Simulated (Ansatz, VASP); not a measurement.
**Two plane-wave programs on Si**

The input INCAR:

```
SYSTEM = Si
  PREC = Accurate
  ENCUT = 520
  EDIFF = 1E-6
  ISMEAR = -1
  SIGMA = 0.1
  LREAL = .FALSE.
  LASPH = .TRUE.
  NELM = 60
  ALGO = Normal
  ISIF = 2
  LWAVE = .FALSE.
  LCHARG = .TRUE.
  GGA = RP
  LELF = .TRUE.
  LVHAR = .TRUE.
  NBANDS = 8
```

File KPOINTS:

```
regular mesh
0
G
  16 16 16
  0 0 0
```

The input POSCAR:

```
Si
1.0
   -1.5867642828      1.5867642828      1.5867642828
    1.5867642828     -1.5867642828      1.5867642828
    1.5867642828      1.5867642828     -1.5867642828
Si
1
Direct
    0.0000000000      0.0000000000      0.0000000000
```

Input for Ansatz:

```yaml
crystal:
  lattice:
    - [-1.5867642828, 1.5867642828, 1.5867642828]
    - [1.5867642828, -1.5867642828, 1.5867642828]
    - [1.5867642828, 1.5867642828, -1.5867642828]
  atoms:
    - { symbol: Si, position: [0.0, 0.0, 0.0] }
hamiltonian:
  xc: rpbe
  pseudopotentials:
    kind: paw
    azcp:
      Si: "pseudopotentials/Si.paw.azcp"
basis:
  ecutwfc: 420
  fft_grid_basis: typed
kpoints:
  mp_grid: { grid: [16, 16, 16], shift: [0, 0, 0] }
magnetization:
  spin_polarized: false
scf:
  occupations: { method: fermi_dirac, width: 0.1 }
  lower_state_search: "off"
output:
  stress: true
```

Alike in both runs: task single point; functional RPBE; k mesh 16 × 16 × 16; occupations fermi-dirac, width 0.1 eV; no spin polarisation.

|  | VASP | Ansatz |
| --- | --- | --- |
| version | VASP 6.6.1 | Ansatz 0.2.0 |
| potentials or method | VASP PAW PBE potentials, release 64 (Si) | plane waves (420 eV) with PAW, scalar-relativistic |
| plane-wave cutoff (eV) | 520 | 420 |
| valence electrons in the cell | 4 | 4 |

|  | VASP | Ansatz | Ansatz less VASP |
| --- | --- | --- | --- |
| pressure (GPa) | -6.1 | -5.8 | +0.29 |

Caveats: the PAW data sets were made with another functional, which shifts forces and pressure a little (VASP).
